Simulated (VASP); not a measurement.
**CaO in VASP: one cell, several levels of theory**

CaO (rocksalt), under +4.0 % biaxial strain in x and y, free along z is computed at one geometry. Runs: PBE, r2SCAN.

Program: VASP 6.6.1. PAW datasets, plane waves. No spin polarisation and no zero-point or thermal motion.

### 1 The cell

The cell comes from an earlier relaxation with r2SCAN in another program, then strained, with the atoms relaxed again.

The symmetry is I4/mmm (No. 139, tetragonal); conventional cell a = 3.526 Å, c = 4.704 Å, 14.62 Å³ an atom. Near Ca stand 6 O at 2.35–2.49 Å; near O stand 6 Ca at 2.35–2.49 Å.

As a file:

```cif
data_structure
_symmetry_space_group_name_H-M 'P 1'
_symmetry_Int_Tables_number 1
_cell_length_a 3.4279
_cell_length_b 3.4279
_cell_length_c 3.5263
_cell_angle_alpha 59.046
_cell_angle_beta 59.046
_cell_angle_gamma 61.909
_cell_volume 29.25
loop_
_atom_site_label
_atom_site_type_symbol
_atom_site_fract_x
_atom_site_fract_y
_atom_site_fract_z
_atom_site_occupancy
Ca1 Ca 0.00000 0.00000 0.00000 1
O1 O 0.50000 0.50000 0.50000 1
```

### 2 PBE

Contents of INCAR:

```
ENCUT = 520.000000
SIGMA = 0.020000
EDIFF = 1.00e-07
GGA = PE
PREC = Accurate
IBRION = -1
ISIF = 2
ISMEAR = -1
NBANDS = 15
NELM = 120
NSW = 0
LASPH = .TRUE.
LCHARG = .FALSE.
LWAVE = .FALSE.
LREAL = .FALSE.
```

Contents of KPOINTS:

```
KPOINTS created by Atomic Simulation Environment
0
Gamma
10 10 10
0 0 0
```

Contents of KPOINTS_OPT:

```
special points
7
Reciprocal
0.0000000000 0.0000000000 0.0000000000 1
0.5000000000 0.0000000000 0.5000000000 1
0.6250000000 0.2500000000 0.6250000000 1
0.3750000000 0.3750000000 0.7500000000 1
0.5000000000 0.5000000000 0.5000000000 1
0.5000000000 0.2500000000 0.7500000000 1
0.5000000000 0.5000000000 0.0000000000 1
```

Contents of POSCAR:

```
Ca O
 1.0000000000000000
     0.0000000000000000    2.4934521181000000    2.3522183347999999
     2.4934521181000000    0.0000000000000000    2.3522183347999999
     2.4934521181000000    2.4934521181000000    0.0000000000000000
 Ca  O
   1   1
Cartesian
  0.0000000000000000  0.0000000000000000  0.0000000000000000
  2.4934521181000000  2.4934521181000000  2.3522183347999999
```

Potentials: the recommended PBE PAW datasets, 16 valence electrons in the neutral cell.

The run is started by

```sh
$ mpirun -np 1 vasp_std
```

Standard output, without the iteration lines:

```text
POSCAR found type information on POSCAR CaO
 POSCAR found :  2 types and       2 ions
 LDA part: xc-table for (Slater+PW92), standard interpolation
 POSCAR, INCAR and KPOINTS ok, starting setup
 FFT: planning ... GRIDC
 FFT: planning ... GRID_SOFT
 FFT: planning ... GRID
 WAVECAR not read
 entering main loop
 Start KPOINTS_OPT (optional k-point list driver)
k-point batch [1-7\7]
```

OSZICAR:

```text
N       E                     dE             d eps       ncg     rms          rms(c)
DAV:   1     0.122791568425E+03    0.12279E+03   -0.83357E+03  3060   0.108E+03
DAV:   2    -0.922288844790E+01   -0.13201E+03   -0.12297E+03  3732   0.286E+02
DAV:   3    -0.143701465757E+02   -0.51473E+01   -0.51108E+01  3705   0.587E+01
DAV:   4    -0.145054393805E+02   -0.13529E+00   -0.13522E+00  4399   0.835E+00
DAV:   5    -0.145062177379E+02   -0.77836E-03   -0.77835E-03  3579   0.658E-01    0.860E+00
DAV:   6    -0.128613705250E+02    0.16448E+01   -0.53870E+00  3467   0.220E+01    0.376E+00
DAV:   7    -0.127743857755E+02    0.86985E-01   -0.43758E-01  3363   0.666E+00    0.183E+00
DAV:   8    -0.127709351992E+02    0.34506E-02   -0.79906E-02  3879   0.304E+00    0.402E-01
DAV:   9    -0.127697168836E+02    0.12183E-02   -0.44110E-03  3272   0.545E-01    0.113E-01
DAV:  10    -0.127704407398E+02   -0.72386E-03   -0.82833E-04  3711   0.246E-01    0.451E-02
DAV:  11    -0.127704182929E+02    0.22447E-04   -0.50896E-05  3797   0.831E-02    0.713E-03
DAV:  12    -0.127704183332E+02   -0.40265E-07   -0.87267E-06  3536   0.241E-02    0.357E-03
DAV:  13    -0.127704184799E+02   -0.14671E-06   -0.31030E-07  3866   0.579E-03    0.759E-04
DAV:  14    -0.127704185160E+02   -0.36062E-07   -0.31392E-08  2251   0.195E-03
   1 F= -.12770419E+02 E0= -.12770419E+02  d E =-.230276E-11
       N       E                     dE             ncg
DAV:   1     0.218964692747E+04   -0.47600E+04      210
DAV:   2     0.127195963670E+04   -0.91769E+03      259
DAV:   3     0.123594702087E+04   -0.36013E+02      273
DAV:   4     0.123492036459E+04   -0.10267E+01      285
DAV:   5     0.123491453425E+04   -0.58303E-02      252
DAV:   6     0.123491442204E+04   -0.11221E-03      254
DAV:   7     0.123491441899E+04   -0.30516E-05      251
DAV:   8     0.123491441889E+04   -0.92565E-07      184
```

The lines after F= are the extra pass for the points of KPOINTS_OPT, at fixed density; their E is not a total energy.

From OUTCAR:

```text
k-points           NKPTS =    102   k-points in BZ     NKDIM =    102   number of bands    NBANDS=     15

   NELECT =      16.0000    total number of electrons

   dimension x,y,z NGX =    28 NGY =   28 NGZ =   28
   dimension x,y,z NGXF=    56 NGYF=   56 NGZF=   56

  energy-cutoff  :      520.00
  volume of cell :       29.25
      direct lattice vectors                 reciprocal lattice vectors
     0.000000000  2.493452118  2.352218335    -0.200525206  0.200525206  0.212565302
     2.493452118  0.000000000  2.352218335     0.200525206 -0.200525206  0.212565302
     2.493452118  2.493452118  0.000000000     0.200525206  0.200525206 -0.212565302

 k-points in reciprocal lattice and weights: KPOINTS created by Atomic Simulation Env
   0.00000000  0.00000000  0.00000000       0.001
   0.10000000 -0.00000000  0.00000000       0.008
   0.20000000 -0.00000000  0.00000000       0.008
   0.30000000 -0.00000000  0.00000000       0.008
   0.40000000 -0.00000000  0.00000000       0.008
   0.50000000 -0.00000000  0.00000000       0.004
   0.10000000  0.10000000  0.00000000       0.002
   0.20000000  0.10000000  0.00000000       0.008
[... 94 more k-points ...]

 E-fermi :   2.5443

 k-point     1 :       0.0000    0.0000    0.0000
  band No.  band energies     occupation
      1     -35.7737      2.00000
      2     -16.5888      2.00000
      3     -16.5887      2.00000
      4     -16.5464      2.00000
      5     -13.3795      2.00000
      6       2.0200      2.00000
      7       2.0200      2.00000
      8       2.1472      2.00000
      9       6.2736      0.00000
     10       8.0578      0.00000
     11       8.0578      0.00000
     12       8.4151      0.00000
     13       9.3248      0.00000
     14       9.9490      0.00000
     15      16.8393      0.00000

 k-point     2 :       0.1000   -0.0000    0.0000
  band No.  band energies     occupation
      1     -35.7660      2.00000
      2     -16.6844      2.00000
      3     -16.5958      2.00000
      4     -16.5638      2.00000
      5     -13.2595      2.00000
      6       1.7009      2.00000
      7       1.8964      2.00000
      8       1.9812      2.00000
      9       6.7188      0.00000
     10       8.0903      0.00000
     11       8.2324      0.00000
     12       8.4949      0.00000
     13       9.5366      0.00000
     14      10.1848      0.00000
     15      17.1931      0.00000

 k-point     3 :       0.2000   -0.0000    0.0000
  band No.  band energies     occupation
      1     -35.7456      2.00000
      2     -16.9410      2.00000
      3     -16.6140      2.00000
      4     -16.5725      2.00000
      5     -12.9739      2.00000
      6       0.9695      2.00000
      7       1.5991      2.00000
      8       1.6494      2.00000
      9       7.7170      0.00000
     10       8.1651      0.00000
     11       8.7119      0.00000
     12       8.8532      0.00000
     13      10.0904      0.00000
     14      10.7907      0.00000
     15      17.6229      0.00000

 k-point     4 :       0.3000   -0.0000    0.0000
  band No.  band energies     occupation
      1     -35.7202      2.00000
      2     -17.2189      2.00000
      3     -16.6364      2.00000
      4     -16.5806      2.00000
      5     -12.6614      2.00000
      6       0.2380      2.00000
      7       1.2723      2.00000
      8       1.2914      2.00000
      9       8.3206      0.00000
     10       8.9023      0.00000
     11       9.3638      0.00000
     12       9.4132      0.00000
     13      10.8070      0.00000
     14      11.5312      0.00000
     15      16.9754      0.00000

 k-point     5 :       0.4000   -0.0000    0.0000
  band No.  band energies     occupation
      1     -35.6996      2.00000
      2     -17.4204      2.00000
      3     -16.6544      2.00000
      4     -16.5869      2.00000
      5     -12.4301      2.00000
      6      -0.2755      2.00000
      7       1.0293      2.00000
      8       1.0330      2.00000
      9       8.6721      0.00000
     10       9.7783      0.00000
     11       9.9472      0.00000
     12       9.9529      0.00000
     13      11.4851      0.00000
     14      12.1171      0.00000
     15      16.0022      0.00000

[... the tables of k-points 6 to 102 left out ...]

  Total       -0.9185594     -0.9185594      0.5350937      0.0000000      0.0000000      0.0000000
  in kB      -50.3162343    -50.3162343     29.3110079      0.0000000      0.0000000      0.0000000
  external PRESSURE =     -23.7738203 kB  Pullay stress =       0.0000000 kB

 POSITION                                       TOTAL-FORCE (eV/Angst)
 -----------------------------------------------------------------------------------
      0.00000      0.00000      0.00000         0.000000      0.000000      0.000000
      2.49345      2.49345      2.35222        -0.000000     -0.000000      0.000000
 -----------------------------------------------------------------------------------
    total drift:                                0.000000      0.000000      0.000000

  FREE ENERGIE OF THE ION-ELECTRON SYSTEM (eV)
  ---------------------------------------------------
  free  energy   TOTEN  =       -12.7704185160 eV

  energy  without entropy=      -12.7704185160  energy(sigma->0) =      -12.77041852
```

It took 39 s on 1 MPI rank of Intel Xeon Platinum 8488C, shared host; peak memory 0.2 GiB.

The levels at the points of KPOINTS_OPT are read from vasprun.xml.

Near the gap, in eV above the top of the last filled band v; c is the band after it:

```
point    v−1      v     c   c+1
    Γ  -0.13   0.00  4.13  5.91
    X  -0.47  -0.36  3.64  7.49
    U  -1.37  -0.82  5.07  7.61
    K  -1.08  -0.86  4.79  7.62
    L  -1.21  -1.20  6.72  8.00
    W  -1.22  -0.94  5.87  6.03
```

PBE gives an indirect gap of 3.44 eV, from Γ to (0.50, 0.50, 0.00); the least direct gap is 4.00 eV. The pressure is -2.38 GPa; the forces vanish within 0.01 eV/Å.

### 3 Single point with r2SCAN

Contents of INCAR:

```
ENCUT = 520.000000
SIGMA = 0.010000
EDIFF = 1.00e-07
ALGO = Normal
METAGGA = R2SCAN
PREC = Accurate
IBRION = -1
ISIF = 2
ISMEAR = 0
NBANDS = 15
NELM = 120
NSW = 0
LASPH = .TRUE.
LCHARG = .TRUE.
LELF = .TRUE.
LWAVE = .FALSE.
LREAL = .FALSE.
```

KPOINTS is that of step 2.

KPOINTS_OPT is that of step 2.

POSCAR is that of step 2.

The run is started by

```sh
$ mpirun -np 1 vasp_std
```

Standard output, without the iteration lines:

```text
POSCAR found type information on POSCAR CaO
 POSCAR found :  2 types and       2 ions
 -----------------------------------------------------------------------------
|                                                                             |
|                                                                             |
|     You enforced a specific xc type in the INCAR file but a different       |
|     I HOPE YOU KNOW WHAT YOU ARE DOING!                                     |
|                                                                             |
 -----------------------------------------------------------------------------

 LDA part: xc-table for (None), standard interpolation
 POSCAR, INCAR and KPOINTS ok, starting setup
 FFT: planning ... GRIDC
 FFT: planning ... GRID_SOFT
 FFT: planning ... GRID
 WAVECAR not read
 entering main loop
 Start KPOINTS_OPT (optional k-point list driver)
k-point batch [1-7\7]
```

OSZICAR:

```text
N       E                     dE             d eps       ncg     rms          rms(c)
DAV:   1     0.116724339102E+03    0.11672E+03   -0.84759E+03  3060   0.110E+03
DAV:   2    -0.197165572683E+02   -0.13644E+03   -0.12702E+03  3781   0.294E+02
DAV:   3    -0.250910394279E+02   -0.53745E+01   -0.53287E+01  3901   0.612E+01
DAV:   4    -0.252296460495E+02   -0.13861E+00   -0.13853E+00  3898   0.890E+00
DAV:   5    -0.252316829367E+02   -0.20369E-02   -0.20368E-02  3635   0.101E+00    0.772E+00
DAV:   6    -0.192520693314E+02    0.59796E+01   -0.36054E+00  4091   0.232E+01    0.266E+00
DAV:   7    -0.193966951860E+02   -0.14463E+00   -0.48959E-01  3249   0.491E+00    0.196E+00
DAV:   8    -0.194334600449E+02   -0.36765E-01   -0.18068E-01  3081   0.448E+00    0.139E+00
DAV:   9    -0.194019669152E+02    0.31493E-01   -0.81213E-02  3214   0.271E+00    0.134E-01
DAV:  10    -0.194014769283E+02    0.48999E-03   -0.36449E-03  3515   0.591E-01    0.711E-02
DAV:  11    -0.194016382888E+02   -0.16136E-03   -0.55104E-04  3403   0.207E-01    0.448E-02
DAV:  12    -0.194015921951E+02    0.46094E-04   -0.13378E-04  3928   0.970E-02    0.917E-03
DAV:  13    -0.194015934207E+02   -0.12256E-05   -0.70810E-06  3648   0.279E-02    0.725E-03
DAV:  14    -0.194015930634E+02    0.35726E-06   -0.49023E-07  3853   0.575E-03    0.409E-03
DAV:  15    -0.194015924607E+02    0.60272E-06   -0.70436E-07  3214   0.626E-03    0.334E-04
DAV:  16    -0.194015924184E+02    0.42288E-07   -0.16592E-08  1775   0.136E-03
   1 F= -.19401592E+02 E0= -.19401592E+02  d E =-.142076-147
       N       E                     dE             ncg
DAV:   1     0.213996285297E+04   -0.48097E+04      210
DAV:   2     0.117984046076E+04   -0.96012E+03      259
DAV:   3     0.114271888474E+04   -0.37122E+02      259
DAV:   4     0.114163036432E+04   -0.10885E+01      307
DAV:   5     0.114162475603E+04   -0.56083E-02      238
DAV:   6     0.114162465883E+04   -0.97201E-04      261
DAV:   7     0.114162465623E+04   -0.26001E-05      251
DAV:   8     0.114162465615E+04   -0.79173E-07      191
```

OUTCAR, selected sections:

```text
k-points           NKPTS =    102   k-points in BZ     NKDIM =    102   number of bands    NBANDS=     15

   NELECT =      16.0000    total number of electrons

   dimension x,y,z NGX =    28 NGY =   28 NGZ =   28
   dimension x,y,z NGXF=    56 NGYF=   56 NGZF=   56

  energy-cutoff  :      520.00
  volume of cell :       29.25
      direct lattice vectors                 reciprocal lattice vectors
     0.000000000  2.493452118  2.352218335    -0.200525206  0.200525206  0.212565302
     2.493452118  0.000000000  2.352218335     0.200525206 -0.200525206  0.212565302
     2.493452118  2.493452118  0.000000000     0.200525206  0.200525206 -0.212565302

 k-points in reciprocal lattice and weights: KPOINTS created by Atomic Simulation Env
   0.00000000  0.00000000  0.00000000       0.001
   0.10000000 -0.00000000  0.00000000       0.008
   0.20000000 -0.00000000  0.00000000       0.008
   0.30000000 -0.00000000  0.00000000       0.008
   0.40000000 -0.00000000  0.00000000       0.008
   0.50000000 -0.00000000  0.00000000       0.004
   0.10000000  0.10000000  0.00000000       0.002
   0.20000000  0.10000000  0.00000000       0.008
[... 94 more k-points ...]

 E-fermi :   1.9985

 k-point     1 :       0.0000    0.0000    0.0000
  band No.  band energies     occupation
      1     -37.5320      2.00000
      2     -17.4743      2.00000
      3     -17.4743      2.00000
      4     -17.4305      2.00000
      5     -14.6524      2.00000
      6       1.6894      2.00000
      7       1.6894      2.00000
      8       1.8173      2.00000
      9       6.6315      0.00000
     10       8.3524      0.00000
     11       8.3524      0.00000
     12       8.7073      0.00000
     13       9.7038      0.00000
     14      10.3465      0.00000
     15      17.1901      0.00000

 k-point     2 :       0.1000   -0.0000    0.0000
  band No.  band energies     occupation
      1     -37.5244      2.00000
      2     -17.5830      2.00000
      3     -17.4811      2.00000
      4     -17.4488      2.00000
      5     -14.5189      2.00000
      6       1.3864      2.00000
      7       1.5685      2.00000
      8       1.6536      2.00000
      9       7.0709      0.00000
     10       8.3818      0.00000
     11       8.5311      0.00000
     12       8.7898      0.00000
     13       9.9185      0.00000
     14      10.5852      0.00000
     15      17.5593      0.00000

 k-point     3 :       0.2000   -0.0000    0.0000
  band No.  band energies     occupation
      1     -37.5043      2.00000
      2     -17.8656      2.00000
      3     -17.4987      2.00000
      4     -17.4568      2.00000
      5     -14.2092      2.00000
      6       0.6707      2.00000
      7       1.2754      2.00000
      8       1.3245      2.00000
      9       8.0770      0.00000
     10       8.4520      0.00000
     11       9.0233      0.00000
     12       9.1608      0.00000
     13      10.4823      0.00000
     14      11.2013      0.00000
     15      18.0448      0.00000

 k-point     4 :       0.3000   -0.0000    0.0000
  band No.  band energies     occupation
      1     -37.4793      2.00000
      2     -18.1638      2.00000
      3     -17.5203      2.00000
      4     -17.4640      2.00000
      5     -13.8789      2.00000
      6      -0.0580      2.00000
      7       0.9507      2.00000
      8       0.9671      2.00000
      9       8.6088      0.00000
     10       9.2835      0.00000
     11       9.6944      0.00000
     12       9.7393      0.00000
     13      11.2143      0.00000
     14      11.9559      0.00000
     15      17.5006      0.00000

 k-point     5 :       0.4000   -0.0000    0.0000
  band No.  band energies     occupation
      1     -37.4590      2.00000
      2     -18.3768      2.00000
      3     -17.5376      2.00000
      4     -17.4696      2.00000
      5     -13.6383      2.00000
      6      -0.5729      2.00000
      7       0.7041      2.00000
      8       0.7116      2.00000
      9       8.9704      0.00000
     10      10.1516      0.00000
     11      10.2983      0.00000
     12      10.3030      0.00000
     13      11.9050      0.00000
     14      12.5517      0.00000
     15      16.6229      0.00000

[... the tables of k-points 6 to 102 left out ...]

  Total       -1.3448743     -1.3448743      0.2363165      0.0000000      0.0000000      0.0000000
  in kB      -73.6686310    -73.6686310     12.9447865      0.0000000      0.0000000      0.0000000
  external PRESSURE =     -44.7974919 kB  Pullay stress =       0.0000000 kB

 POSITION                                       TOTAL-FORCE (eV/Angst)
 -----------------------------------------------------------------------------------
      0.00000      0.00000      0.00000        -0.000000      0.000000      0.000000
      2.49345      2.49345      2.35222         0.000000     -0.000000      0.000000
 -----------------------------------------------------------------------------------
    total drift:                                0.000000      0.000000      0.000000

  FREE ENERGIE OF THE ION-ELECTRON SYSTEM (eV)
  ---------------------------------------------------
  free  energy   TOTEN  =       -19.4015924184 eV

  energy  without entropy=      -19.4015924184  energy(sigma->0) =      -19.40159242
```

It took 2.5 min on 1 MPI rank of Intel Xeon Platinum 8488C, shared host; peak memory 0.22 GiB.

The levels at the points of KPOINTS_OPT are read from vasprun.xml.

Near the gap, in eV above the top of the last filled band v; c is the band after it:

```
point    v−1      v     c   c+1
    Γ  -0.13   0.00  4.81  6.54
    X  -0.47  -0.36  4.20  8.20
    U  -1.35  -0.82  5.65  8.27
    K  -1.07  -0.86  5.35  8.28
    L  -1.21  -1.19  7.36  8.68
    W  -1.21  -0.93  6.47  6.64
```

The r2SCAN gap is 3.98 eV and indirect (Γ to (0.50, 0.50, 0.00)), with 4.55 eV as the least direct one. The pressure is -4.48 GPa; the forces vanish within 0.01 eV/Å.

The maps below are laid out on this run's own conventional cell (a, b, c = 3.526, 3.526, 4.704 Å).

Density in a lattice plane of the grid's cell (edges 3.53 and 4.70 Å, at 0.000 of the third edge), which holds Ca and O.

Ten even steps from '0' (0.03 e/Å³) to '9' (8.01 e/Å³):
```
765210000000001256
543100000000000134
221000000000000012
000000000000000000
000000000000000000
000000000000000000
110000000000000001
432100000000000123
874100000000000147
985210000000001258
874100000000000147
432100000000000123
110000000000000001
000000000000000000
000000000000000000
000000000000000000
221000000000000012
543100000000000134
765210000000001256
876310000000001367
```
Columns run along the first of these edges and rows up along the second, over one cell in 18 and 20 even steps from the bottom left corner. Atoms in the plane (fractional): Ca at (0.00, 0.00), O at (0.00, 0.50).

ELF in the same plane.

Ten even steps from ' ' (0.02) to '@' (0.83):
```
****%%@@%%==              ==%%@@%%**
%%%%%%%%**::              ::**%%%%%%
%%%%##**--                  --**##%%
----::..                      ..::--
                                    
++++++====::..          ..::====++++
@@@@@@%%##++--..      ..--++##%%@@@@
@@@@@@@@%%##==..      ..==##%%@@@@@@
**##@@@@@@%%++::      ::++%%@@@@@@##
--++%%@@@@%%++::      ::++%%@@@@%%++
**##@@@@@@%%++::      ::++%%@@@@@@##
@@@@@@@@%%##==..      ..==##%%@@@@@@
@@@@@@%%##++--..      ..--++##%%@@@@
++++++====::..          ..::====++++
                                    
----::..                      ..::--
%%%%##**--                  --**##%%
%%%%%%%%**::              ::**%%%%%%
****%%@@%%==              ==%%@@%%**
==++##@@%%++              ++%%@@##++
```
Columns run along the first of these edges and rows up along the second, over one cell in 18 and 20 even steps from the bottom left corner. Atoms in the plane (fractional): Ca at (0.00, 0.00), O at (0.00, 0.50).

Both are smooth fields of the valence electrons: close to the nuclei they are not physical.

Outside the cores ELF peaks at 0.84 in the shell around O, 0.6 Å from O.

### 4 Results

| level | gap (eV) | pressure (GPa) |
| --- | --- | --- |
| PBE | 3.44 | -2.38 |
| r2SCAN | 3.98 | -4.48 |

What this shows: The gap runs from 3.44 eV (PBE) to 3.98 eV (r2SCAN). The pressure is highest with PBE (-2.4 GPa) and lowest with r2SCAN (-4.5 GPa), which orders the cells that they would relax to.
